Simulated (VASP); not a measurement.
# Sb (Fm-3m) in VASP: a series of runs

One crystal, Sb, is run at these levels: revPBE; tasks: single point.

Everything below comes from runs of VASP 6.6.1. Logs are shortened: lines on timing, memory, paths and dates and some standing lists are left out, and cuts for length are marked.

### Step 1. The structure

It takes space group Fm-3m (No. 225, cubic). Conventional cell: a = 4.814 Å, b = 4.814 Å, c = 4.814 Å, α = 90.00°, β = 90.00°, γ = 90.00°. Around Sb (site symmetry m-3m) lie 12 Sb at 3.40 Å.

This isn't the form of Sb at room conditions, which is rhombohedral.

### Step 2. Single point, revPBE

File INCAR:

```
PREC = Accurate ; ENCUT = 520
EDIFF = 1E-6 ; ISMEAR = -1
SIGMA = 0.1 ; LREAL = F
LASPH = T ; NELM = 60
ALGO = Normal ; ISIF = 2
LWAVE = F ; LCHARG = F
GGA = RE ; NBANDS = 8
```

File KPOINTS:

```
Automatic mesh
0
Gamma
  18 18 18
```

File POSCAR:

```
Sb
1.0
    0.0000000000      2.4071007743      2.4071007743
    2.4071007743      0.0000000000      2.4071007743
    2.4071007743      2.4071007743      0.0000000000
Sb
1
Direct
    0.0000000000      0.0000000000      0.0000000000
```

Potentials or basis: VASP PAW PBE potentials, release 64 (Sb).

Command:

```console
$ cat potpaw_PBE.64/Sb/POTCAR > POTCAR
$ mpirun -np 1 vasp_std > vasp.out
```

OUTCAR:

```text
PREC = Accurate
   ENCUT = 520
   EDIFF = 1E-6
   ISMEAR = -1
   LREAL = F
   LASPH = T
   NELM = 60
   ISIF = 2
   GGA = RE

 ion  position               nearest neighbor table
   1  0.000  0.000  0.000-

  LATTYP: Found a face centered cubic cell.
 ALAT       =     4.8142015486

  Lattice vectors:

 A1 = (   0.0000000000,   2.4071007743,   2.4071007743)
 A2 = (   2.4071007743,   0.0000000000,   2.4071007743)
 A3 = (   2.4071007743,   2.4071007743,   0.0000000000)

Analysis of symmetry for initial positions (statically):
=====================================================================
 Subroutine PRICEL returns:
 Original cell was already a primitive cell.

 Routine SETGRP: Setting up the symmetry group for a
 face centered cubic supercell.

 Subroutine GETGRP returns: Found 48 space group operations
 (whereof 48 operations were pure point group operations)
 out of a pool of 48 trial point group operations.

The static configuration has the point symmetry O_h .

Analysis of symmetry for dynamics (positions and initial velocities):
=====================================================================
 Subroutine PRICEL returns:
 Original cell was already a primitive cell.

 Routine SETGRP: Setting up the symmetry group for a
 face centered cubic supercell.

 Subroutine GETGRP returns: Found 48 space group operations
 (whereof 48 operations were pure point group operations)
 out of a pool of 48 trial point group operations.

The dynamic configuration has the point symmetry O_h .

 Subroutine INISYM returns: Found 48 space group operations
 (whereof 48 operations are pure point group operations),
 and found     1 'primitive' translations

----------------------------------------------------------------------------------------

                                     Primitive cell

  volume of cell :      27.8941

  direct lattice vectors                    reciprocal lattice vectors
     0.000000000  2.407100774  2.407100774    -0.207718765  0.207718765  0.207718765
     2.407100774  0.000000000  2.407100774     0.207718765 -0.207718765  0.207718765
     2.407100774  2.407100774  0.000000000     0.207718765  0.207718765 -0.207718765

  length of vectors
     3.404154561  3.404154561  3.404154561     0.359779455  0.359779455  0.359779455

  position of ions in fractional coordinates (direct lattice)
     0.000000000  0.000000000  0.000000000

  ion indices of the primitive-cell ions
   primitive index   ion index
                 1           1

----------------------------------------------------------------------------------------

 KPOINTS: Automatic mesh

Automatic generation of k-mesh.
 Grid dimensions read from file:
 generate k-points for:   18   18   18

 Generating k-lattice:

  Cartesian coordinates                     Fractional coordinates (reciprocal lattice)
    -0.011539931  0.011539931  0.011539931     0.055555556  0.000000000  0.000000000
     0.011539931 -0.011539931  0.011539931     0.000000000  0.055555556  0.000000000
     0.011539931  0.011539931 -0.011539931     0.000000000  0.000000000  0.055555556

  Length of vectors
     0.019987747  0.019987747  0.019987747

  Shift w.r.t. Gamma in fractional coordinates (k-lattice)
     0.000000000  0.000000000  0.000000000

 Subroutine IBZKPT returns following result:
 ===========================================

 Found    195 irreducible k-points:

 Following reciprocal coordinates:
            Coordinates               Weight
  0.000000  0.000000  0.000000      1.000000
  0.055556  0.000000  0.000000      8.000000
  0.111111  0.000000  0.000000      8.000000
  0.166667  0.000000  0.000000      8.000000
  0.222222  0.000000  0.000000      8.000000
  0.277778  0.000000  0.000000      8.000000
[... 16 lines left out ...]
 -0.277778  0.055556  0.000000     24.000000
 -0.222222  0.055556  0.000000     24.000000
 [... further k-points ...]
   k-points           NKPTS =    195   k-points in BZ     NKDIM =    195   number of bands    NBANDS=      8
   number of dos      NEDOS =    301   number of ions     NIONS =      1
   total plane-waves  NPLWV =  21952
   dimension x,y,z NGX =    28 NGY =   28 NGZ =   28
   dimension x,y,z NGXF=    56 NGYF=   56 NGZF=   56
   ions per type =               1
   NGX,Y,Z   is equivalent  to a cutoff of  13.67, 13.67, 13.67 a.u.
   NGXF,Y,Z  is equivalent  to a cutoff of  27.35, 27.35, 27.35 a.u.
 SYSTEM =  unknown system
   PREC   = accura    normal or accurate (medium, high low for compatibility)
   ISTART =      0    job   : 0-new  1-cont  2-samecut
   ICHARG =      2    charge: 1-file 2-atom 10-const
   ISPIN  =      1    spin polarized calculation?
   LNONCOLLINEAR =      F non collinear calculations
   LSORBIT =      F    spin-orbit coupling
   LASPH  =      T    aspherical Exc in radial PAW
   ENCUT  =  520.0 eV  38.22 Ry    6.18 a.u.   6.33  6.33  6.33*2*pi/ulx,y,z
   NELM   =     60;   NELMIN=  2; NELMDL= -5     # of ELM steps
   EDIFF  = 0.1E-05   stopping-criterion for ELM
   LREAL  =      F    real-space projection
   EDIFFG = 0.1E-04   stopping-criterion for IOM
   NSW    =      0    number of steps for IOM
   IBRION =     -1    ionic relax: 0-MD 1-quasi-New 2-CG
   NFREE  =      0    steps in history (QN), initial steepest desc. (CG)
   ISIF   =      2    stress and relaxation
   ISYM   =      2    0-nonsym 1-usesym 2-fastsym
   POTIM  = 0.5000    time-step for ionic-motion
   TEBEG  =    0.0;   TEEND  =   0.0 temperature during run
   PSTRESS=    0.0 pullay stress
   NELECT =       5.0000    total number of electrons
   NUPDOWN=      -1.0000    fix difference up-down
   EMIN   =  10.00;   EMAX   =-10.00  energy-range for DOS
   EFERMI =   0.00;   METHOD = LEGACY
   ISMEAR =    -1;   SIGMA  =   0.10  broadening in eV -4-tet -1-fermi 0-gaus
   EFERMI_NEDOS =   21; number of points for ismear=-14 and -15
   IALGO  =     38    algorithm
   IMIX   =      4    mixing-type and parameters
     AMIX     =   0.40;   BMIX     =  1.00
     AMIX_MAG =   1.60;   BMIX_MAG =  1.00
  volume/ion in A,a.u.               =      27.89       188.24
  Fermi-wavevector in a.u.,A,eV,Ry     =   0.923054  1.744320 11.592560  0.852029
  Thomas-Fermi vector in A             =   2.048649
   LORBIT       =      0    0 simple, 1 ext, 2 COOP (PROOUT), +10 PAW based schemes
   GGA     = RE    functional components
   LHFCALC =     F    Hartree Fock is set to
   AEXX    =    0.0000 exact exchange contribution
   IVDW    =     0    specifies the selected vdW correction
   LEPSILON=     F    determine dielectric tensor
   LRPA    =     F    only Hartree local field effects (RPA)
 non-spin polarized calculation
  energy-cutoff  :      520.00
  volume of cell :       27.89
 maximum number of plane-waves:       769
 NGX is ok and might be reduce to    28
   NGX = 13   NGY = 13   NGZ = 13

 number of electron       5.0000000 magnetization

 Free energy of the ion-electron system (eV)
  ---------------------------------------------------
  ext. energy  EPLUGINS =         0.00000000
  ---------------------------------------------------
  free energy    TOTEN  =        -3.50744443 eV

  energy without entropy =       -3.48419089  energy(sigma->0) =       -3.49581766

 E-fermi :   8.1731     XC(G=0): -10.0512

 val. band max:        8.1524999397   @ k =   0.2778   0.2778   0.0000
 cond. band min:       8.1887195622   @ k =  -0.4444   0.2222   0.0556
 fundamental gap:      0.0362196225
 Fermi energy:         8.1730854123

 k-point     1 :       0.0000    0.0000    0.0000
  band No.  band energies     occupation
      1      -4.5025      2.00000
      2      13.2305      0.00000
      3      13.2305      0.00000
      4      13.2305      0.00000
      5      17.9571      0.00000
      6      17.9571      0.00000
      7      17.9571      0.00000
      8      18.3488      0.00000

 k-point     2 :       0.0556    0.0000    0.0000
  band No.  band energies     occupation
      1      -4.4434      2.00000
      2      12.6470      0.00000
      3      13.1526      0.00000
      4      13.1526      0.00000
      5      17.3463      0.00000
      6      18.0869      0.00000
      7      18.0869      0.00000
      8      19.3320      0.00000

 k-point     3 :       0.1111    0.0000    0.0000
  band No.  band energies     occupation
      1      -4.2666      2.00000
      2      11.3107      0.00000
      3      12.9484      0.00000
      4      12.9484      0.00000
      5      16.8752      0.00000
      6      18.4148      0.00000
      7      18.4148      0.00000
      8      20.2321      0.00000

 k-point     4 :       0.1667    0.0000    0.0000
  band No.  band energies     occupation
      1      -3.9736      2.00000
      2       9.7282      0.00000
      3      12.6780      0.00000
      4      12.6780      0.00000
      5      16.5404      0.00000
      6      18.7036      0.00000
      7      18.7036      0.00000
      8      20.4513      0.00000

 k-point     5 :       0.2222    0.0000    0.0000
  band No.  band energies     occupation
      1      -3.5679      2.00000
      2       8.1199      1.25971
      3      12.3948      0.00000
      4      12.3948      0.00000
      5      16.3005      0.00000
      6      18.5551      0.00000
      7      18.5551      0.00000
      8      20.0133      0.00000
[... 177 lines left out ...]
 k-point    22 :      -0.3333    0.0556    0.0000
  band No.  band energies     occupation
      1      -2.1916      2.00000
      2       4.7576      2.00000
      3      11.0834      0.00000
      4      12.0600      0.00000
      5      16.4316      0.00000
      6      17.1256      0.00000
      7      17.4871      0.00000
      8      19.4927      0.00000

 k-point    23 :      -0.2778    0.0556    0.0000
  band No.  band energies     occupation
      1      -2.8144      2.00000
      2       6.1269      2.00000
      3      11.2180      0.00000
      4      12.3582      0.00000
      5      16.4697      0.00000
      6      17.6492      0.00000
      7      17.7771      0.00000
      8      19.9634      0.00000

 k-point    24 :      -0.2222    0.0556    0.0000
  band No.  band energies     occupation
      1      -3.3572      2.00000
      2       7.6274      1.99150
      3      11.4339      0.00000
      4      12.6685      0.00000
      5      16.5674      0.00000
      6      18.1515      0.00000
      7      18.2501      0.00000
      8      20.2336      0.00000

 [... further k-points ...]
[... 5 lines left out ...]
  --------------------------------------------------------------------------------------
  -------------------------------------------------------------------------------------
  Total       -0.0142759     -0.0142759     -0.0142759     -0.0000000     -0.0000000     -0.0000000
  in kB       -0.8199762     -0.8199762     -0.8199762     -0.0000000     -0.0000000     -0.0000000
  external PRESSURE =      -0.8199762 kB  Pullay stress =       0.0000000 kB

 VOLUME and BASIS-vectors are now :
 -----------------------------------------------------------------------------
  energy-cutoff  :      520.00
  volume of cell :       27.89
      direct lattice vectors                 reciprocal lattice vectors
     0.000000000  2.407100774  2.407100774    -0.207718765  0.207718765  0.207718765
     2.407100774  0.000000000  2.407100774     0.207718765 -0.207718765  0.207718765
     2.407100774  2.407100774  0.000000000     0.207718765  0.207718765 -0.207718765

 POSITION                                       TOTAL-FORCE (eV/Angst)
 -----------------------------------------------------------------------------------
      0.00000      0.00000      0.00000        -0.000000      0.000000     -0.000000
 -----------------------------------------------------------------------------------
    total drift:                                0.000000      0.000000      0.000000

  FREE ENERGIE OF THE ION-ELECTRON SYSTEM (eV)
  ---------------------------------------------------
  free  energy   TOTEN  =        -3.5074444261 eV

  energy  without entropy=       -3.4841908862  energy(sigma->0) =       -3.49581766
```

Wall time 24 s (1 thread of Intel Xeon Platinum 8488C (Sapphire Rapids), shared host); peak memory 0.18 GiB.

Results:

```yaml
Free_energy: -3.5074 eV
Pressure: -0.1 GPa
Band_gap_on_the_k_mesh: none (metal or under the smearing width)
```

Caveat: the PAW data sets were made with another functional, which shifts forces and pressure a little.

### Step 3. Single point, revPBE

This run uses another cell than the first one, of 26.78 Å³/atom, 0.960 times its volume.

File INCAR:

```
SYSTEM = Sb
PREC = Accurate ; ENCUT = 520
EDIFF = 1E-6 ; ISMEAR = -1
SIGMA = 0.1 ; LREAL = .False.
LASPH = .True. ; NELM = 100
ALGO = Fast ; ISIF = 2
LWAVE = .False. ; LCHARG = .False.
GGA = RE ; NBANDS = 8
```

File KPOINTS:

```
regular mesh
0
Gamma
  13 13 13
  0 0 0
```

File POSCAR:

```
Sb
1.0
    0.0000000000      2.3745683975      2.3745683975
    2.3745683975      0.0000000000      2.3745683975
    2.3745683975      2.3745683975      0.0000000000
Sb
1
Direct
    0.0000000000      0.0000000000      0.0000000000
```

Potentials or basis: VASP PAW PBE potentials, release 64 (Sb).

Command:

```console
$ cat potpaw_PBE.64/Sb/POTCAR > POTCAR
$ mpirun -np 1 vasp_std > vasp.out
```

OUTCAR:

```text
SYSTEM = Sb
   PREC = Accurate
   ENCUT = 520
   EDIFF = 1E-6
   ISMEAR = -1
   LREAL = .False.
   LASPH = .True.
   NELM = 100
   ISIF = 2
   GGA = RE

 ion  position               nearest neighbor table
   1  0.000  0.000  0.000-

  LATTYP: Found a face centered cubic cell.
 ALAT       =     4.7491367950

  Lattice vectors:

 A1 = (   0.0000000000,   2.3745683975,   2.3745683975)
 A2 = (   2.3745683975,   0.0000000000,   2.3745683975)
 A3 = (   2.3745683975,   2.3745683975,   0.0000000000)

Analysis of symmetry for initial positions (statically):
=====================================================================
 Subroutine PRICEL returns:
 Original cell was already a primitive cell.

 Routine SETGRP: Setting up the symmetry group for a
 face centered cubic supercell.

 Subroutine GETGRP returns: Found 48 space group operations
 (whereof 48 operations were pure point group operations)
 out of a pool of 48 trial point group operations.

The static configuration has the point symmetry O_h .

Analysis of symmetry for dynamics (positions and initial velocities):
=====================================================================
[... 155 lines left out ...]

  energy without entropy =       -3.46951471  energy(sigma->0) =       -3.48210191

 E-fermi :   8.6577     XC(G=0): -10.2308

 val. band max:        8.6467231851   @ k =  -0.3846   0.4615   0.0769
 cond. band min:       8.6586329427   @ k =   0.4615   0.2308   0.0000
 fundamental gap:      0.0119097575
 Fermi energy:         8.6577031968

 k-point     1 :       0.0000    0.0000    0.0000
  band No.  band energies     occupation
      1      -4.2909      2.00000
      2      14.0542      0.00000
      3      14.0542      0.00000
      4      14.0542      0.00000
      5      18.6135      0.00000
      6      18.6135      0.00000
      7      18.6135      0.00000
      8      18.8729      0.00000
[... 243 lines left out ...]
 k-point    24 :       0.4615    0.1538    0.0000
  band No.  band energies     occupation
      1      -0.7986      2.00000
      2       4.2177      2.00000
      3      10.1547      0.00000
      4      11.1678      0.00000
      5      15.2323      0.00000
      6      19.3453      0.00000
      7      19.7401      0.00000
      8      21.5984      0.00000

 [... further k-points ...]
[... 5 lines left out ...]
  --------------------------------------------------------------------------------------
  -------------------------------------------------------------------------------------
  Total        0.4029246      0.4029246      0.4029246     -0.0000000      0.0000000     -0.0000000
  in kB       24.1073992     24.1073992     24.1073992     -0.0000000      0.0000000     -0.0000000
  external PRESSURE =      24.1073992 kB  Pullay stress =       0.0000000 kB

 VOLUME and BASIS-vectors are now :
 -----------------------------------------------------------------------------
  energy-cutoff  :      520.00
  volume of cell :       26.78
      direct lattice vectors                 reciprocal lattice vectors
     0.000000000  2.374568398  2.374568398    -0.210564581  0.210564581  0.210564581
     2.374568398  0.000000000  2.374568398     0.210564581 -0.210564581  0.210564581
     2.374568398  2.374568398  0.000000000     0.210564581  0.210564581 -0.210564581

 POSITION                                       TOTAL-FORCE (eV/Angst)
 -----------------------------------------------------------------------------------
      0.00000      0.00000      0.00000         0.000000     -0.000000      0.000000
 -----------------------------------------------------------------------------------
    total drift:                                0.000000      0.000000      0.000000

  FREE ENERGIE OF THE ION-ELECTRON SYSTEM (eV)
  ---------------------------------------------------
  free  energy   TOTEN  =        -3.4946891092 eV

  energy  without entropy=       -3.4695147086  energy(sigma->0) =       -3.48210191
```

OSZICAR:

```text
N       E                     dE             d eps       ncg     rms          rms(c)
DAV:   1     0.541243542045E+01    0.54124E+01   -0.16506E+03  1344   0.408E+02
DAV:   2    -0.340093233600E+01   -0.88134E+01   -0.85166E+01  1888   0.526E+01
DAV:   3    -0.349917066668E+01   -0.98238E-01   -0.96870E-01  1656   0.611E+00
DAV:   4    -0.349944676416E+01   -0.27610E-03   -0.27608E-03  2080   0.410E-01
DAV:   5    -0.349944729620E+01   -0.53204E-06   -0.53289E-06  1688   0.113E-02    0.177E+00
RMM:   6    -0.349633485736E+01    0.31124E-02   -0.15373E-03  1346   0.252E-01    0.102E+00
RMM:   7    -0.349465752198E+01    0.16773E-02   -0.39571E-03  1437   0.412E-01    0.648E-02
RMM:   8    -0.349468728606E+01   -0.29764E-04   -0.19711E-04  1458   0.114E-01    0.988E-03
RMM:   9    -0.349468989915E+01   -0.26131E-05   -0.23330E-05  1576   0.370E-02    0.842E-03
RMM:  10    -0.349468910919E+01    0.78996E-06   -0.25946E-06  1582   0.139E-02
   1 F= -.34946891E+01 E0= -.34821019E+01  d E =-.251744E-01
```

It took 12 s on 1 thread of Intel Xeon Platinum 8488C (Sapphire Rapids), shared host; peak memory 0.16 GiB.

What came out:

| Quantity | Value |
| --- | --- |
| Free energy | -3.4947 eV |
| Pressure | 2.4 GPa |
| Band gap on the k mesh | none (metal or under the smearing width) |

Levels at points of the mesh, in eV from the Fermi level:
```csv
k point,band 1,band 2,band 3,band 4,band 5,band 6
"(0.00, 0.00, 0.00)",-12.95,5.40,5.40,5.40,9.96,9.96
```

Caveat: the PAW data sets were made with another functional, which shifts forces and pressure a little. The run has no spin-orbit coupling, so splittings on Sb are missing.

### Step 4. Single point, revPBE

This run uses another cell than the first one, of 29.01 Å³/atom, 1.040 times its volume.

File INCAR:

```
ALGO = Normal ; EDIFF = 1E-6
ENCUT = 520 ; GGA = RE
ISIF = 2 ; ISMEAR = -1
LASPH = T ; LCHARG = T
LELF = T ; LREAL = F
LVHAR = T ; LWAVE = F
NBANDS = 8 ; NELM = 100
PREC = Accurate ; SIGMA = 0.1
```

File KPOINTS:

```
k-points
0
Gamma
  13 13 13
```

File POSCAR:

```
Sb
1.0
    0.0000000000      2.4387767854      2.4387767854
    2.4387767854      0.0000000000      2.4387767854
    2.4387767854      2.4387767854      0.0000000000
Sb
1
Direct
    0.0000000000      0.0000000000      0.0000000000
```

Command:

```console
$ cat potpaw_PBE.64/Sb/POTCAR > POTCAR
$ mpirun -np 1 vasp_std > vasp.out
```

Run time: 14 s. Hardware: 1 thread of Intel Xeon Platinum 8488C (Sapphire Rapids), shared host; peak memory 0.16 GiB.

Results (log left out):

```yaml
Free_energy: -3.4952 eV
Pressure: -2.0 GPa
Band_gap_on_the_k_mesh: none (metal or under the smearing width)
```

Levels at points of the mesh, in eV from the Fermi level:
```csv
k point,band 1,band 2,band 3,band 4,band 5,band 6
"(0.00, 0.00, 0.00)",-12.34,4.83,4.83,4.83,9.71,9.71
```

Caveat: the PAW data sets were made with another functional, which shifts forces and pressure a little.

### Step 5. The runs side by side

```csv
cell,k mesh,gap on the mesh (eV),pressure (GPa)
"Fm-3m, 27.89 Å³/atom",18 × 18 × 18,none,-0.1
"Fm-3m, 26.78 Å³/atom",13 × 13 × 13,none,2.4
"Fm-3m, 29.01 Å³/atom",13 × 13 × 13,none,-2.0
```

Alike in all rows: task single point; level revPBE; potentials or basis VASP PAW PBE potentials, release 64 (Sb); no spin polarisation; cutoff (eV) 520; smearing fermi-dirac 0.1 eV.

Every run on the cell as given and a fine mesh finds a metal.

Caveats: the PAW data sets were made with another functional, which shifts forces and pressure a little.

Total energies depend on the potentials used, so only differences within one code and one set of settings carry meaning.
